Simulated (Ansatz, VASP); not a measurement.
# CdTe: VASP beside Ansatz

Aim: how closely do two programs agree when they are given the same cell, functional and k mesh? The cell is a member of a volume series, scaled by 1.015 from a relaxed one, so a pressure remains. Valence electrons are named where the data sets of a main pair hold unlike numbers.

Method: plane waves, with VASP 6.6.1 beside it; single point at HSE06, in Ansatz 0.2.0.

### Step 1. Starting point

The structure is cubic, space group F-43m (No. 216). Conventional cell: a = 6.600 Å, b = 6.600 Å, c = 6.600 Å, α = 90.00°, β = 90.00°, γ = 90.00°. Nearest to Te lie 4 Cd at 2.86 Å. Nearest to Cd lie 4 Te at 2.86 Å. Farther neighbours and most contacts between anions are not listed.

### Step 2. Ansatz: single point, HSE06, volume scaled by 1.015

Ansatz runs on its default PAW (the set named soft_2) files.

A single point gives forces, pressure and levels at one fixed geometry, so differences don't come from the geometry; what else differs is listed under the comparison.

input.yaml

```yaml
crystal:
  lattice:
    - [0.0, 3.29997826, 3.29997826]
    - [3.29997826, 0.0, 3.29997826]
    - [3.29997826, 3.29997826, 0.0]
  atoms:
    - { symbol: Te, position: [0.75, 0.75, 0.75] }
    - { symbol: Cd, position: [0.0, 0.0, 0.0] }
hamiltonian:
  xc: { exchange: pbe, correlation: pbe, exx: { coeff: 0.25, omega: 0.2 } }
  pseudopotentials: { kind: paw }
kpoints:
  mp_grid: { grid: [4, 4, 4] }
scf:
  occupations: { method: gaussian, width: 0.03 }
  n_extra_bands: 4
output:
  forces: true
  stress: true
  eigenvalues: true
```

The run is started by

```console
> ansatz run input.yaml --threads 4 --pin off --max-ram 9216MiB --backend cpu --events-out ev --progress --plain --runs-dir out
```

Numbers of over 12 decimals in the logs are rounded to 6 here.

Log:

```text
Warning: output.stress: scf.convergence.dr2_threshold = 1e-7 eV (the SCF's general default) is looser than the 2e-10 eV advised for a printed stress (1e-10 eV for each atom of the cell: 2). What an SCF threshold leaves in a stress goes as its square root, and in the free energy as the threshold itself, and one threshold admits the most on a small cell: [figures from the program's tests cut] Set scf.convergence.dr2_threshold to 2e-10 eV or tighter. The threshold is an SCF's pass mark: one that does not reach it within its budget of iterations ends unconverged, or closes short of it on a stop that the run arms, and scf.convergence.dr2_threshold's page says what that costs each kind of run
Warning: output.stress: scf.exx.energy_threshold = 1e-6 eV is looser than the 2e-8 eV advised for a stress under a hybrid functional (1e-8 eV for each atom of the cell: 2). Every SCF of the exchange loop can meet its threshold on dr2 while the loop round them stops early: no threshold on dr2 bounds what that leaves in the stress. Set scf.exx.energy_threshold to 2e-8 eV or tighter. The threshold is the loop's pass mark: a loop that does not reach it within its budget of cycles ends unconverged, and scf.exx.energy_threshold's page has the law
scf.n_extra_bands = 4 over 18 filled bands (N_el = 36.0): the run solves 22 bands
Engine: ansatz 0.2.0, aarch64-unknown-linux-gnu
Pseudopotentials: kind: paw
Pseudopotential: Te, paw, valence charge 16, recommended cutoff 420 eV (normal), Te.paw.azcp
Pseudopotential: Cd, paw, valence charge 20, recommended cutoff 420 eV (normal), Cd.paw.azcp
Functional definition: unnamed
  parameter a_1 = 0.25
  parameter omega_1 = 0.2/angstrom
  exchange = pbe_x + (-a_1)*pbe_x_sr(omega_1) + a_1*exact_x_sr(omega_1)
  correlation = pbe_c
Crystal: 2 atoms, lattice volume = 71.873 Å³
Basis set: ecut = 420 eV, 1411 PW (Γ), exchange–correlation on 64×64×64 points (8 copies of the dense FFT grid, shifted against one another)
Bands: 22, of which v1, the nominal top of the filled ones, is band 18 counted from 1 (17 counted from 0)
Symmetry: 24 space group operations
Space group: F-43m (ITA 216), of the structure as read, at distance tolerance 4.2e-5 Å
k-points: 8 of 64 (time reversal used)
Non-local potential: Te, projectors of the file, l = 0: 2, l = 1: 2, l = 2: 2, l = 3: 2
Non-local potential: Cd, projectors of the file, l = 0: 3, l = 1: 2, l = 2: 2, l = 3: 1
PAW form: soft (Blöchl's): semilocal exchange-correlation on the pseudo side does not see the compensation charge
PAW frozen core: Te, regenerated for the run's functional, and the local potential with it (the file was generated under x = pbe(κ = 0.804, μ = 0.219515), c = pbe(β = 0.066725))
PAW frozen core: Cd, regenerated for the run's functional, and the local potential with it (the file was generated under x = pbe(κ = 0.804, μ = 0.219515), c = pbe(β = 0.066725))
PAW one-centre angular grid: Te, 590 points (default); XC on 64 Gauss nodes
PAW one-centre angular grid: Cd, 590 points (default); XC on 64 Gauss nodes
Initial density: superposition of atomic densities (neutral atoms: chi_scale 0, normalization atom), corrected by the library's trained network
Initial wavefunctions: pseudopotential atomic-orbital guess
Functional: x = pbe(κ = 0.804, μ = 0.219515), c = pbe(β = 0.066725), warm-up for x = pbe(κ = 0.804, μ = 0.219515) + 0.25 (exact − pbe) at short range (hse, ω = 0.2 Å⁻¹), c = pbe(β = 0.066725)
SCF iter   1: F=—  HF=-15235.281004 eV  |F-HF|=—  |Δ(HF+E_count)|=         —  Δρ=9.60e-4  dr2=9.79e-4  ethr=1.77e-3  ⟨swp⟩=7.8  Hψ=740  notcnv=0
preconditioner: auto → none  [insulator: Δε(μ)=0.585 eV  Ē_g=11.144 eV  σ=0.030 eV  W_gap=1.00  n_scr=14 (ndim 8)  ℏωp=18.6 eV  f_vac=0.204  D(μ)=0.00/eV (n_scr^D=0)]
iter 2 solved again at ethr=3.59e-8 eV; its pass at ethr=2.72e-6 eV (dr2=1.29e-5 eV) is discarded
SCF iter   2: F=-15235.281330 eV  HF=-15235.281238 eV  |F-HF|=9.19e-5  |Δ(HF+E_count)|=   2.34e-4  Δρ=1.75e-4  dr2=1.32e-5  ethr=3.59e-8  ⟨swp⟩=3.0  Hψ=910  notcnv=0
SCF 1 stopped early in 2 iterations: F = -15235.281330 eV  dr2 = 1.32e-5
  greatest PAW one-centre occupation: 1.000 electrons in one spin orbital (limit 2), on the Cd atom at site 1 (counted from 0), in its partial waves of l = 0
Initial density: handed on by an earlier stage of this run
Initial wavefunctions: those handed on with the density
Functional: x = pbe(κ = 0.804, μ = 0.219515) + 0.25 (exact − pbe) at short range (hse, ω = 0.2 Å⁻¹), c = pbe(β = 0.066725)
Exchange kernel: α = 0.2500, screened, ω = 0.2000 Å⁻¹, Wigner–Seitz truncation, v(0) = 1122.1970 eV·Å³, q-mesh 4×4×4, nearest image of the exchange supercell L = 18.67 Å, pair-density grid 18×18×18, without the augmentation charges, whose exchange is taken in its separable form by FFT convolution over the k-point mesh (sized by the pseudopotential files, 27×27×27 at the most), smooth part of the exact exchange by density-matrix convolution
Frozen-core exchange: fock
SCF iter   1: F=—  HF=-15243.593085 eV  |F-HF|=—  |Δ(HF+E_count)|=         —  Δρ=5.56e-3  dr2=1.67e-2  ethr=3.66e-7  ⟨swp⟩=7.5  Hψ=841  notcnv=0
preconditioner: auto → none  [insulator: Δε(μ)=1.422 eV  Ē_g=12.992 eV  σ=0.030 eV  W_gap=1.00  n_scr=14 (ndim 8)  ℏωp=18.6 eV  f_vac=0.204  D(μ)=0.00/eV (n_scr^D=0)]
SCF iter   2: F=—  HF=-15243.588932 eV  |F-HF|=—  |Δ(HF+E_count)|=   4.15e-3  Δρ=1.98e-3  dr2=2.00e-3  ethr=3.66e-7  ⟨swp⟩=4.0  Hψ=604  notcnv=0
SCF iter   3: F=—  HF=-15243.596713 eV  |F-HF|=—  |Δ(HF+E_count)|=   7.78e-3  Δρ=1.40e-3  dr2=8.88e-4  ethr=3.66e-7  ⟨swp⟩=4.0  Hψ=590  notcnv=0
SCF iter   4: F=—  HF=-15243.596567 eV  |F-HF|=—  |Δ(HF+E_count)|=   1.46e-4  Δρ=3.53e-4  dr2=6.23e-5  ethr=3.66e-7  ⟨swp⟩=4.0  Hψ=445  notcnv=0
SCF iter   5: F=—  HF=-15243.596707 eV  |F-HF|=—  |Δ(HF+E_count)|=   1.40e-4  Δρ=1.24e-4  dr2=1.02e-5  ethr=1.28e-7  ⟨swp⟩=3.2  Hψ=390  notcnv=0
SCF iter   6: F=-15243.596705 eV  HF=-15243.596705 eV  |F-HF|=5.22e-8  |Δ(HF+E_count)|=   2.59e-6  Δρ=1.86e-5  dr2=1.26e-6  ethr=2.53e-8  ⟨swp⟩=3.0  Hψ=405  notcnv=0
SCF 2 stopped early in 6 iterations: F = -15243.596705 eV  dr2 = 1.26e-6
  greatest PAW one-centre occupation: 1.000 electrons in one spin orbital (limit 2), on the Cd atom at site 1 (counted from 0), in its partial waves of l = 1
hybrid outer 1: dexx = +9.226e-3 eV, tail = 7.17e-5 eV
Exchange kernel: α = 0.2500, screened, ω = 0.2000 Å⁻¹, Wigner–Seitz truncation, v(0) = 1122.1970 eV·Å³, q-mesh 4×4×4, nearest image of the exchange supercell L = 18.67 Å, pair-density grid 18×18×18, without the augmentation charges, whose exchange is taken in its separable form by FFT convolution over the k-point mesh (sized by the pseudopotential files, 27×27×27 at the most), smooth part of the exact exchange by density-matrix convolution
Frozen-core exchange: fock
SCF iter   1: F=—  HF=-15243.596838 eV  |F-HF|=—  |Δ(HF+E_count)|=         —  Δρ=4.54e-5  dr2=9.88e-7  ethr=9.96e-7  ⟨swp⟩=3.6  Hψ=383  notcnv=0
preconditioner: auto → none  [insulator: Δε(μ)=1.481 eV  Ē_g=12.943 eV  σ=0.030 eV  W_gap=1.00  n_scr=14 (ndim 8)  ℏωp=18.6 eV  f_vac=0.203  D(μ)=0.00/eV (n_scr^D=0)]
SCF iter   2: F=—  HF=-15243.596838 eV  |F-HF|=—  |Δ(HF+E_count)|=   6.03e-9  Δρ=1.93e-5  dr2=2.09e-7  ethr=2.63e-9  ⟨swp⟩=4.0  Hψ=494  notcnv=0
SCF iter   3: F=—  HF=-15243.596838 eV  |F-HF|=—  |Δ(HF+E_count)|=   5.30e-8  Δρ=4.78e-6  dr2=3.07e-8  ethr=4.68e-10  ⟨swp⟩=3.2  Hψ=405  notcnv=0
SCF iter   4: F=-15243.596839 eV  HF=-15243.596839 eV  |F-HF|=9.67e-9  |Δ(HF+E_count)|=   1.82e-7  Δρ=2.87e-6  dr2=1.17e-8  ethr=1.43e-11  ⟨swp⟩=4.1  Hψ=606  notcnv=0
SCF 3 converged in 4 iterations: F = -15243.596839 eV  dr2 = 1.17e-8
  Residual-converged pass: ⟨swp⟩=2.0  Hψ=255  notcnv=0  max |occ|·‖R‖ = 2.3e-6 eV (tolerance 2.4e-6 eV)  dr2=1.17e-8  dr2_onsite=8.62e-10  max |Δocc| = 6.3e-274
hybrid outer 2: dexx = +3.650e-7 eV, tail = 4.89e-8 eV, Δε = 2.36e-3 eV (about 1.07e-4 eV left of the loop's levels)
hybrid SCF converged: 2 outer / 10 inner (+2 warm-up), last move |dexx| = 3.65e-7 eV, tail = 4.89e-8 eV
Stability not checked: this state was not tested for a lower state beside it, because the functional holds exact exchange (a hybrid, or Hartree-Fock), whose exchange loop this test does not read (fock_operator; see scf.lower_state_search)
Free energy (F): -15243.596839 eV
Frozen-core exchange: fock
Harris-Foulkes:  -15243.596839 eV  (|F-HF|=9.67e-9)
Internal energy: -15243.596839 eV  (E = F + TS)
E sigma→0 (E₀):  -15243.596839 eV
Fermi energy:    6.972797 eV
--- Per-component energies (eV) ---
  E_band       = -901.783660
  E_kinetic    = 685.453003
  E_local      = -5540.897742  (includes V_loc(G=0)·N_el)
  E_nonlocal   = -277.108921
  E_hartree    = 2786.993003
  E_xc         = -240.368337
  E_vxc        = -258.297485  (∫ρ·V_xc dr)
  E_exx        = -133.970433  (= α·E_x^exact, valence–valence)
  E_paw        = -8681.992862  (= ΣΔE_a)
  E_vpaw       = -816.974989  (= ΣTr[D̂ρ^β])
  E_aug_tail   = -0.000187  (compensation charges beyond the density's cutoff)
  E_ewald      = -3840.921876
  E_core_change = -0.782487  (= ΣΔE_core)
  E_smearing   = -0.000000  (= −TS)
  E_closure    = -0.000000  (closes the sum)
  Σ components = -15243.596839   (vs F -15243.596839, Δ=0.00e0)
--- Forces (eV/Å), atoms counted from 1 ---
  atom   1  Te     0.00000000    -0.00000000    -0.00000000
  atom   2  Cd    -0.00000000     0.00000000    -0.00000000
  max |Σ_I F_I| component: 1.39e-16 eV/Å
--- Stress (GPa, compression-positive) ---
       -0.477696      -0.000000       0.000000
       -0.000000      -0.477696       0.000000
       -0.000000       0.000000      -0.477696
  P = ⅓ Tr σ = -0.4777 GPa (-4.777 kbar)
--- Band table (eV; the first three rows and the last of 8) ---
  k-point 0: bands = [... 14 lower, -3.0406, 6.2319, 6.2319, 6.2319, 7.7130, 11.7419, 11.7419, 11.7419]
  k-point 1: bands = [... 14 lower, -3.0379, 3.5395, 5.8241, 5.8241, 8.9805, 12.2892, 12.2892, 12.3840]
  k-point 2: bands = [... 14 lower, -2.6257, 1.8178, 5.4850, 5.4850, 8.8348, 12.3137, 12.3137, 14.1283]
  k-point 7: bands = [... 14 lower, -2.3895, 2.0604, 3.9528, 4.1327, 11.2955, 11.6788, 12.6828, 13.3952]
```

It took 8.6 s on 4 threads of Arm Neoverse V1, shared host; peak memory 0.93 GiB; 29 s of CPU time.

In the SCF lines HF is the Harris–Foulkes energy and dr2 the Hartree energy of the density residual, in eV; the loop may stop once dr2 is under the threshold and the program's other checks hold. Hψ counts applications of the Hamiltonian.

The run ends at a pressure of -0.48 GPa.

### Step 3. VASP: single point, HSE06, volume scaled by 1.015

The same cell, functional, mesh and smearing now go to VASP, with its own data sets.

Lines of VASP's logs that name or quote its potential files are left out, and so is its time.

The run reads the wave functions of an earlier VASP run, which isn't shown here.

The input asks for a relaxation, which ended at its first step since no free force or stress exceeded the threshold; so it serves as a single point.

INCAR

```
SYSTEM = CdTe
PREC = Accurate
ENCUT = 450
EDIFF = 1E-06
NELM = 100
ISMEAR = 0
SIGMA = 0.03
LREAL = .FALSE.
ALGO = Normal
LHFCALC = .TRUE.
AEXX = 0.25
GGA = PE
HFSCREEN = 0.2
LASPH = .TRUE.
NBANDS = 15
PRECFOCK = Fast
LORBIT = 11
LWAVE = .FALSE.
LCHARG = .FALSE.
KPAR = 4
IBRION = 2
NSW = 30
ISIF = 4
EDIFFG = -0.01
```

POSCAR

```
CdTe
1.0
    0.0000000000      3.2999782568      3.2999782568
    3.2999782568      0.0000000000      3.2999782568
    3.2999782568      3.2999782568      0.0000000000
Te Cd
1 1
Direct
    0.7500000000      0.7500000000      0.7500000000
    0.0000000000      0.0000000000      0.0000000000
```

KPOINTS

```
Automatic mesh
0
Gamma
4 4 4
0 0 0
```

The projector-augmented-wave data sets are Te and Cd (PBE family, release 64).

The run is started by

```console
> mpirun -np 4 vasp_std
```

Log:

```text
[banner, memory and clock lines left out]
running    4 mpi-ranks, on    1 nodes
 distrk:  each k-point on    1 cores,    4 groups
 distr:  one band on    1 cores,    1 groups

 POSCAR found type information on POSCAR TeCd
 POSCAR found :  2 types and       2 ions
 LDA part: xc-table for (Slater+PW92), standard interpolation
 found WAVECAR, reading the header
 POSCAR, INCAR and KPOINTS ok, starting setup
 FFT: planning ... GRIDC
 FFT: planning ... GRID_SOFT
 FFT: planning ... GRID
 reading WAVECAR
 the WAVECAR file was read successfully
 initial charge from wavefunction
 entering main loop
       N       E                     dE             d eps       ncg     rms          rms(c)
DAV:   1    -0.600960823808E+01   -0.60096E+01   -0.13482E+00   240   0.973E+00    0.942E+00
DAV:   2    -0.601398642539E+01   -0.43782E-02   -0.71489E-02   268   0.317E+00    0.621E+00
DAV:   3    -0.601153188984E+01    0.24545E-02   -0.72066E-03   290   0.993E-01    0.381E+00
DAV:   4    -0.601099595420E+01    0.53594E-03   -0.88095E-04   275   0.271E-01    0.229E+00
DAV:   5    -0.601089045175E+01    0.10550E-03   -0.18872E-04   275   0.997E-02    0.139E+00
DAV:   6    -0.601087388493E+01    0.16567E-04   -0.33953E-05   261   0.440E-02    0.841E-01
DAV:   7    -0.601087050962E+01    0.33753E-05   -0.43854E-06   261   0.177E-02    0.503E-01
DAV:   8    -0.601087049251E+01    0.17110E-07   -0.16286E-06   245   0.103E-02
   1 F= -.60108705E+01 E0= -.60108705E+01  d E =-.601087E+01
 curvature:   0.00 expect dE= 0.000E+00 dE for cont linesearch  0.000E+00
 trial: gam= 0.00000 g(F)=  0.157E-42 g(S)=  0.128E-32 ort = 0.000E+00 (trialstep = 0.100E+01)
 search vector abs. value=  0.100E-09
 reached required accuracy - stopping structural energy minimisation
```

[end of part 1 of 2]

[Lines on the potential files, build, host, timing and source positions are cut from VASP's logs without a mark.]

[Logs are printed without paths, hosts, clocks, repeated set-up lines and the standing remarks that a program may print on its own settings, such as how far it seeks lower states.]

[Hosts, paths, dates, database ids (printed as entryN), source tags and the programs' standing remarks are cut or masked in the printed files.]
